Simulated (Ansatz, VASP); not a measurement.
Given: the input of a run of VASP 6.6.1 on As.

Contents of INCAR:

```
PREC = Accurate
ENCUT = 520
EDIFF = 1E-6
ISMEAR = -1
SIGMA = 0.05
LREAL = False
LASPH = True
NELM = 60
ALGO = Normal
ISIF = 2
LWAVE = False
LCHARG = True
GGA = PE
LELF = True
LVHAR = True
NBANDS = 8
```

File KPOINTS:

```
regular mesh
0
Gamma
  10 10 10
```

Contents of POSCAR:

```
As
1.0
    2.6671410253      0.0000000000      0.0000000000
    0.0000000000      2.6671410253      0.0000000000
    0.0000000000      0.0000000000      2.6671410253
As
1
Direct
    0.5000000000      0.5000000000      0.5000000000
```

Potentials or basis: VASP PAW PBE potentials, release 64 (As).

Launch:

```console
$ cat potpaw_PBE.64/As/POTCAR > POTCAR
$ mpirun -np 1 vasp_std > vasp.out
```

Question: Translate it to Ansatz 0.2.0. Potentials there: all-electron LAPW, scalar-relativistic.

Answer: As run (the cutoff follows the program's own potentials):

The input input.yaml:

```yaml
crystal:
  lattice:
    - [2.6671410253, 0.0, 0.0]
    - [0.0, 2.6671410253, 0.0]
    - [0.0, 0.0, 2.6671410253]
  atoms:
    - { symbol: As, position: [0.5, 0.5, 0.5] }
kpoints:
  mp_grid: { grid: [10, 10, 10] }
scf:
  occupations: { method: fermi_dirac, width: 0.05 }
hamiltonian:
  xc: pbe
  pseudopotentials: { kind: all_electron, lapw: { basis_error: 0.0005 } }
output:
  forces: true
  stress: true
  eigenvalues: true
```

Potentials or basis: all-electron LAPW, scalar-relativistic.

Run with:

```console
$ ansatz run input.yaml --threads 1 --pin off --max-ram 3072MiB --backend cpu --events-out ev --progress --plain --runs-dir out
```

Both were run:

|  | VASP | Ansatz | Ansatz less VASP |
| --- | --- | --- | --- |
| gap on the k mesh at the Fermi level (eV) | none | none | - |
| pressure (GPa) | 6.4 | 6.2 | -0.26 |

A gap of «none» marks a metal or a gap that the smearing closes. Ansatz ran all-electron here, so the differences hold the error of VASP's frozen core and of both bases.
